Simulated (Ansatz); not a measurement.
The system is Ir.

```xyz
1
Lattice="0.0000 1.9156 1.9156 1.9156 0.0000 1.9156 1.9156 1.9156 0.0000" Properties=species:S:1:pos:R:3 pbc="T T T"
Ir    0.0000    0.0000    0.0000
```

```yaml
Program: Ansatz 0.2.0
Task: relaxation of cell and atoms
Functional: PBE
Potentials_or_basis: all-electron LAPW, scalar-relativistic
Basis_error_allowed: 0.001 eV/atom
k_mesh: 12 × 12 × 12
Occupations: fermi-dirac, width 0.05 eV
Spin: no spin polarisation
```

At the start: volume 14.06 Å³/atom.

Question: Where does the relaxation end?

Answer: Over 5 steps the energy falls by 14.1 meV/atom and the volume is 14.48 Å³/atom (+3.0 %); space group Fm-3m (No. 225, to 0.05 Å).

Step by step:
```csv
step,energy change (eV),largest force (eV/Å),volume (Å³)
1,0.0000,0.0000,14.06
2,-0.0140,0.0000,14.52
3,-0.0141,0.0000,14.48
4,-0.0141,0.0000,14.48
5,-0.0141,0.0000,14.48
```

Final structure:
```xyz
1
Lattice="0.0000 1.9345 1.9345 1.9345 0.0000 1.9345 1.9345 1.9345 0.0000" Properties=species:S:1:pos:R:3 pbc="T T T"
Ir    0.0000    0.0000    0.0000
```
